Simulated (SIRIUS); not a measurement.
# W (Fm-3m) in SIRIUS: reference runs

Aim: a first look at W with PBEsol, on the cell as given and on a disturbed one, then over a range of volumes.

Program: SIRIUS 7.10.0. These are calculated values, not measurements. Logs are shortened: lines on timing, memory, paths and dates and some standing lists are left out, and cuts for length are marked. The log counts tension as positive stress, the text compression.

### 1 The structure

It takes space group Fm-3m (No. 225, cubic). The conventional cell has a = 4.060 Å, b = 4.060 Å, c = 4.060 Å, α = 90.00°, β = 90.00°, γ = 90.00°. Around W (site symmetry m-3m) lie 12 W at 2.87 Å.

This isn't the form of W at room conditions, which is bcc.

### 2 Single point, PBEsol

Input file sirius.json:

```json
{
  "control": {
    "processing_unit": "cpu",
    "verbosity": 2,
    "num_bands_to_print": 14,
    "print_forces": true,
    "print_stress": true
  },
  "parameters": {
    "electronic_structure_method": "pseudopotential",
    "xc_functionals": ["XC_GGA_X_PBE_SOL", "XC_GGA_C_PBE_SOL"],
    "gk_cutoff": 8.7,
    "pw_cutoff": 17.4,
    "ngridk": [11, 11, 11],
    "shiftk": [0, 0, 0],
    "smearing": "fermi_dirac",
    "smearing_width": 0.0018374661,
    "num_bands": 14,
    "num_mag_dims": 0,
    "num_dft_iter": 100,
    "energy_tol": 1e-08,
    "density_tol": 1e-06
  },
  "iterative_solver": {
    "type": "davidson",
    "min_tolerance": 1e-09,
    "tolerance_scale": [0.1, 0.25]
  },
  "mixer": {
    "type": "anderson",
    "beta": 0.7,
    "max_history": 8
  },
  "settings": {
    "tol_ne": 1e-10,
    "pseudo_grid_cutoff": 6.5
  },
  "unit_cell": {
    "lattice_vectors": [
      [0.0, 3.83614403299, 3.83614403299],
      [3.83614403299, 0.0, 3.83614403299],
      [3.83614403299, 3.83614403299, 0.0]
    ],
    "atom_coordinate_units": "lattice",
    "atom_types": ["W"],
    "atom_files": {
      "W": "W.json"
    },
    "atoms": {
      "W": [
        [0.0, 0.0, 0.0]
      ]
    }
  }
}
```

Potentials or basis: PseudoDojo 0.4.1 PBEsol standard (scalar relativistic).

Launch:

```console
$ upf_to_json W.upf
$ OMP_NUM_THREADS=1 sirius.scf --input=sirius.json --output=out.json --task=0
```

Output:

```text
[info] SIRIUS version : 7.10.0
[info] number of MPI ranks           : 1
[info] MPI grid                      : 1 1
[info] maximum number of OMP threads : 1
[fft] FFT context for density and potential
[fft] =====================================
[fft]   comm size                             : 1
[fft]   plane wave cutoff                     : 17.4
[fft]   grid size                             : 36 36 36   total : 46656
[fft]   grid limits                           : -17 18   -17 18   -17 18
[fft]   number of G-vectors within the cutoff : 4993
[fft]   local number of G-vectors             : 4993
[fft]   number of G-shells                    : 302
[fft] FFT context for coarse grid
[fft] =====================================
[fft]   comm size                             : 1
[fft]   plane wave cutoff                     : 17.4
[fft]   grid size                             : 36 36 36   total : 46656
[fft]   grid limits                           : -17 18   -17 18   -17 18
[fft]   number of G-vectors within the cutoff : 4993
[fft]   local number of G-vectors             : 4993
[fft]   number of G-shells                    : 302
[unit cell] lattice vectors
[unit cell]   a1 :       0.0000000000      3.8361440330      3.8361440330
[unit cell]   a2 :       3.8361440330      0.0000000000      3.8361440330
[unit cell]   a3 :       3.8361440330      3.8361440330      0.0000000000
[unit cell] reciprocal lattice vectors
[unit cell]   b1 :      -0.8189454375      0.8189454375      0.8189454375
[unit cell]   b2 :       0.8189454375     -0.8189454375      0.8189454375
[unit cell]   b3 :       0.8189454375      0.8189454375     -0.8189454375
[unit cell] unit cell volume :       112.90539917 [a.u.^3]
[unit cell] 1/sqrt(omega)    :         0.09411149
[unit cell] MT volume        :         0.00000000 ( 0.00%)
[unit cell] IT volume        :       112.90539917 (100.00%)
[unit cell] number of atom types : 1
[unit cell] type id : 0 symbol :  W mt_radius :  13.950000 num_atoms : 1
[unit cell] total number of atoms : 1
[unit cell] number of symmetry classes : 1
[unit cell] number of PAW atoms : 0
[unit cell] atom id  type id  class id             position                      vector_field
[unit cell] ------------------------------------------------------------------------------------------
[unit cell]      0        0        0      0.00000   0.00000   0.00000      0.00000   0.00000   0.00000
[unit cell] atom id         position (Cartesian, a.u.)
[unit cell] ---------------------------------------------
[unit cell]      0       0.000000    0.000000    0.000000
[unit cell] class id : 0 atom id : 0
[unit cell] minimum bond length:     5.425127
[unit cell] total number of pseudo wave-functions: 10
[sym] space group number   : 225
[sym] international symbol : Fm-3m
[sym] Hall symbol          : -F 4 2 3
[sym] space group transformation matrix :
[sym]   0.0000  0.5000  0.5000
[sym]   0.5000  0.0000  0.5000
[sym]   0.5000  0.5000  0.0000
[sym] space group origin shift :
[sym]   0.0000  0.0000  0.0000
[sym] number of space group operations  : 48
[sym] number of magnetic group operations : 48
[sym] metric tensor error: 0.0000e+00
[sym] rotation matrix error: 3.3307e-16
[sym] symmetry operations
[... list of symmetry operations ...]
[atom type] label          : W
[atom type] --------------------------------------------------------------------------------
[... 172 lines left out ...]
[find] Hartree energy of density residual : 6.620184861254e-08
[find] | SCF iteration   3 out of 100|
[diagonalize] iterative solver tolerance (occupied, empty): 3.24058e-05 3.24058e-05
[diagonalize] average number of iterations: 2.25
[find] Total energy                   :     -75.81234623 (Ha),    -151.62469247 (Ry)
[find] Free energy (E-TS)             :     -75.81266422 (Ha),    -151.62532843 (Ry)
[find] band gap (eV)                  :       0.00000000
[find] Efermi                         :       0.75608175
[find] iteration : 3, RMS : 3.778378465498e-05, energy difference : -2.625968987502e-05
[find] Hartree energy of density residual : 9.756049055798e-10
[find] | SCF iteration   4 out of 100|
[diagonalize] iterative solver tolerance (occupied, empty): 3.77838e-06 3.77838e-06
[... 29 lines left out ...]
[find] Free energy (E-TS)             :     -75.81267237 (Ha),    -151.62534475 (Ry)
[find] band gap (eV)                  :       0.00000000
[find] Efermi                         :       0.75612070
[find] iteration : 7, RMS : 2.095346029914e-06, energy difference : -5.448657702800e-08
[find] Hartree energy of density residual : 3.902250283924e-10
[find] | SCF iteration   8 out of 100|
[diagonalize] iterative solver tolerance (occupied, empty): 8.15712e-09 8.15712e-09
[diagonalize] average number of iterations: 2.42857
[find] Total energy                   :     -75.81235442 (Ha),    -151.62470883 (Ry)
[find] Free energy (E-TS)             :     -75.81267239 (Ha),    -151.62534477 (Ry)
[find] band gap (eV)                  :       0.00000000
[find] Efermi                         :       0.75612247
[find] iteration : 8, RMS : 1.221746314276e-06, energy difference : -1.018615591875e-08
[find] Hartree energy of density residual : 5.755587371037e-11
[find] bands are converged : true
[find] iterative solver converged : false
[find] +------------------------------+
[find] | SCF iteration   9 out of 100|
[find] +------------------------------+
[diagonalize] iterative solver tolerance (occupied, empty): 2.03928e-09 2.03928e-09
[diagonalize] average number of iterations: 2.53571
[diagonalize] Lowest band energies
[diagonalize] ik:    0   -1.951759   -0.615733   -0.615733   -0.615733    0.428878    0.736147    0.736147    0.736147    0.847554    0.847554    1.225903    1.411186    1.411186    1.411186
[diagonalize] ik:    1   -1.951476   -0.619074   -0.616163   -0.616163    0.441795    0.726680    0.742000    0.742000    0.842552    0.842552    1.250913    1.362236    1.435027    1.435027
[diagonalize] ik:    2   -1.950718   -0.627853   -0.617311   -0.617311    0.476672    0.707863    0.752298    0.752298    0.838650    0.838650    1.274196    1.330240    1.500798    1.500798
[diagonalize] ik:    3   -1.949720   -0.638972   -0.618801   -0.618801    0.519522    0.701119    0.749658    0.749658    0.858979    0.858979    1.218039    1.363701    1.575215    1.592305
[diagonalize] ik:    4   -1.948799   -0.648846   -0.620157   -0.620157    0.546611    0.727668    0.737662    0.737662    0.898775    0.898775    1.169689    1.286772    1.509761    1.509761
[diagonalize] ...
[diagonalize] ik:   51   -1.947013   -0.648652   -0.635400   -0.629404    0.590900    0.625182    0.768162    0.860978    0.952473    1.075256    1.090437    1.214016    1.294816    1.580125
[diagonalize] ik:   52   -1.947577   -0.646020   -0.634104   -0.626025    0.621179    0.653510    0.686607    0.832478    0.892551    1.012962    1.183403    1.268373    1.365708    1.550308
[diagonalize] ik:   53   -1.947243   -0.645483   -0.637703   -0.627548    0.633598    0.656926    0.691408    0.813758    0.922670    1.053137    1.130503    1.255721    1.341781    1.524009
[diagonalize] ik:   54   -1.947063   -0.646450   -0.636622   -0.629936    0.609543    0.644268    0.724860    0.832250    0.951787    1.070022    1.143432    1.182908    1.314958    1.607739
[diagonalize] ik:   55   -1.947035   -0.642963   -0.640836   -0.629733    0.622957    0.666090    0.699434    0.807730    0.951933    1.083399    1.143481    1.183665    1.315984    1.595875
[find] Charges and magnetic moments
[find] --------------------------------------------------------------------------------
[find] total charge          : 14.000000
[find] Energy
[find] --------------------------------------------------------------------------------
[find] valence_eval_sum               :      -3.75088716
[find] <rho|V^{XC}>                   :     -11.36037933
[find] <rho|E^{XC}>                   :     -16.43558662
[find] <mag|B^{XC}>                   :       0.00000000
[find] <rho|V^{H}>                    :      16.84542368
[find] one-electron contribution      :      -9.23593151 (Ha),     -18.47186302 (Ry)
[find] hartree contribution           :       8.42271184
[find] xc contribution                :     -16.43558662
[find] ewald contribution             :     -58.56355749
[find] PAW contribution               :       0.00000000
[find] smearing (-TS)                 :      -0.00031797
[find] SCF correction                 :       0.00000936
[find] Total energy                   :     -75.81235442 (Ha),    -151.62470884 (Ry)
[find] Free energy (E-TS)             :     -75.81267239 (Ha),    -151.62534478 (Ry)
[find] band gap (eV)                  :       0.00000000
[find] Efermi                         :       0.75612453
[find] iteration : 9, RMS : 2.477306278659e-07, energy difference : -1.738158061926e-09
[find] Hartree energy of density residual : 6.748253878623e-13
[find] bands are converged : true
[find] iterative solver converged : true
[find] converged after 10 SCF iterations!
[find] Charges and magnetic moments
[find] --------------------------------------------------------------------------------
[find] total charge          : 14.000000
[find] Energy
[find] --------------------------------------------------------------------------------
[find] valence_eval_sum               :      -3.75088716
[find] <rho|V^{XC}>                   :     -11.36037933
[find] <rho|E^{XC}>                   :     -16.43558662
[find] <mag|B^{XC}>                   :       0.00000000
[find] <rho|V^{H}>                    :      16.84542368
[find] one-electron contribution      :      -9.23593151 (Ha),     -18.47186302 (Ry)
[find] hartree contribution           :       8.42271184
[find] xc contribution                :     -16.43558662
[find] ewald contribution             :     -58.56355749
[find] PAW contribution               :       0.00000000
[find] smearing (-TS)                 :      -0.00031797
[find] SCF correction                 :       0.00000936
[find] Total energy                   :     -75.81235442 (Ha),    -151.62470884 (Ry)
[find] Free energy (E-TS)             :     -75.81267239 (Ha),    -151.62534478 (Ry)
[find] band gap (eV)                  :       0.00000000
[find] Efermi                         :       0.75612453
[ground_state] === stress tensor components [kbar] ===
[ground_state] === stress_kin ===
[ground_state] -35149.561597   -0.000000   -0.000000
[ground_state]    -0.000000-35149.561597    0.000000
[ground_state]    -0.000000    0.000000-35149.561597
[ground_state] === stress_har ===
[ground_state] -7315.998087   -0.000000    0.000000
[ground_state]    -0.000000-7315.998087    0.000000
[ground_state]     0.000000    0.000000-7315.998087
[ground_state] === stress_ewald ===
[ground_state] 50868.518676    0.000000    0.000000
[ground_state]     0.00000050868.518676   -0.000000
[ground_state]     0.000000   -0.00000050868.518676
[ground_state] === stress_vloc ===
[ground_state] 23170.452788    0.000000    0.000000
[ground_state]     0.00000023170.452788   -0.000000
[ground_state]     0.000000   -0.00000023170.452788
[ground_state] === stress_xc ===
[ground_state] -13081.259523   -0.000000    0.000000
[ground_state]    -0.000000-13081.259523    0.000000
[ground_state]     0.000000    0.000000-13081.259523
[ground_state] === stress_core ===
[ground_state] 22729.990596    0.000000   -0.000000
[ground_state]     0.00000022729.990596   -0.000000
[ground_state]    -0.000000   -0.00000022729.990596
[ground_state] === stress_nonloc ===
[ground_state] -41096.241542   -0.000000   -0.000000
[ground_state]    -0.000000-41096.241542    0.000000
[ground_state]    -0.000000    0.000000-41096.241542
[ground_state] === stress_us_nl ===
[ground_state] -41096.241542   -0.000000   -0.000000
[ground_state]    -0.000000-41096.241542    0.000000
[ground_state]    -0.000000    0.000000-41096.241542
[ground_state] === stress_total ===
[ground_state]   125.901311    0.000000   -0.000000
[ground_state]     0.000000  125.901311   -0.000000
[ground_state]    -0.000000   -0.000000  125.901311
[ground_state] ==== total Forces in Ha/bohr =====
[ground_state] atom:    0, force:       0.0000000      0.0000000      0.0000000
[... 8 lines left out ...]
[ground_state] ==== Ewald forces from ions =====
[ground_state] atom:    0, force:       0.0000000      0.0000000      0.0000000
[~DFT_ground_state] local op. applied: 18799
[~DFT_ground_state] evp. work count: 5539.09
[~DFT_ground_state] number of iterative solver steps: 1626
```

Run time: 24 s. Hardware: 1 thread of Arm Neoverse V1, shared host; peak memory 0.29 GiB.

Results:

| Quantity | Value |
| --- | --- |
| Free energy | -2062.9679 eV |
| Pressure | -12.6 GPa |
| Band gap on the k mesh | none (metal or under the smearing width) |

The run has no spin-orbit coupling, so splittings on W are missing.

### 3 Single point, PBEsol, 15.73 Å³/atom (volume scaled by 0.94)

sirius.json, as its differences from that of step 2:

```diff
@@ -39,6 +39,7 @@
     "lattice_vectors": [
-      [0.0, 3.83614403299, 3.83614403299],
-      [3.83614403299, 0.0, 3.83614403299],
-      [3.83614403299, 3.83614403299, 0.0]
+      [0.0, 0.707106781187, 0.707106781187],
+      [0.707106781187, 0.0, 0.707106781187],
+      [0.707106781187, 0.707106781187, 0.0]
     ],
+    "lattice_vectors_scale": 5.3143789676,
     "atom_coordinate_units": "lattice",
```

Potentials or basis: PseudoDojo 0.4.1 PBEsol standard (scalar relativistic).

Launch:

```console
$ upf_to_json W.upf
$ OMP_NUM_THREADS=1 sirius.scf --input=sirius.json --output=out.json --task=0
```

Wall time 16 s (1 thread of Arm Neoverse V1, shared host); peak memory 0.27 GiB.

It converged, with:

```
Free energy            : -2062.9922 eV
Pressure               : 5.7 GPa
Band gap on the k mesh : none (metal or under the smearing width)
```

### 4 Single point, PBEsol, 16.06 Å³/atom (volume scaled by 0.96)

sirius.json, as its differences from that of step 3:

```diff
@@ -43,3 +43,3 @@
     ],
-    "lattice_vectors_scale": 5.3143789676,
+    "lattice_vectors_scale": 5.3518054048,
     "atom_coordinate_units": "lattice",
```

Launch:

```console
$ upf_to_json W.upf
$ OMP_NUM_THREADS=1 sirius.scf --input=sirius.json --output=out.json --task=0
```

Run time: 16 s. Hardware: 1 thread of Arm Neoverse V1, shared host; peak memory 0.27 GiB.

Results (log left out):

```
Free energy            : -2062.9971 eV
Pressure               : -1.1 GPa
Band gap on the k mesh : none (metal or under the smearing width)
```

### 5 Single point, PBEsol, 16.40 Å³/atom (volume scaled by 0.98)

sirius.json, as its differences from that of step 4:

```diff
@@ -43,3 +43,3 @@
     ],
-    "lattice_vectors_scale": 5.3518054048,
+    "lattice_vectors_scale": 5.3887155738,
     "atom_coordinate_units": "lattice",
```

Launch:

```console
$ upf_to_json W.upf
$ OMP_NUM_THREADS=1 sirius.scf --input=sirius.json --output=out.json --task=0
```

Wall time 17 s (1 thread of Arm Neoverse V1, shared host); peak memory 0.28 GiB.

The run converged. Its results:

| Quantity | Value |
| --- | --- |
| Free energy | -2062.9885 eV |
| Pressure | -7.2 GPa |
| Band gap on the k mesh | none (metal or under the smearing width) |

### 6 Single point, PBEsol, 17.07 Å³/atom (volume scaled by 1.02)

sirius.json, as its differences from that of step 5:

```diff
@@ -43,3 +43,3 @@
     ],
-    "lattice_vectors_scale": 5.3887155738,
+    "lattice_vectors_scale": 5.4610559586,
     "atom_coordinate_units": "lattice",
```

Potentials or basis: PseudoDojo 0.4.1 PBEsol standard (scalar relativistic).

Launch:

```console
$ upf_to_json W.upf
$ OMP_NUM_THREADS=1 sirius.scf --input=sirius.json --output=out.json --task=0
```

Wall time 24 s (1 thread of Arm Neoverse V1, shared host); peak memory 0.29 GiB.

Results (log left out):

```yaml
Free_energy: -2062.9366 eV
Pressure: -17.4 GPa
Band_gap_on_the_k_mesh: none (metal or under the smearing width)
```

(Part 1 of 2 ends here.)
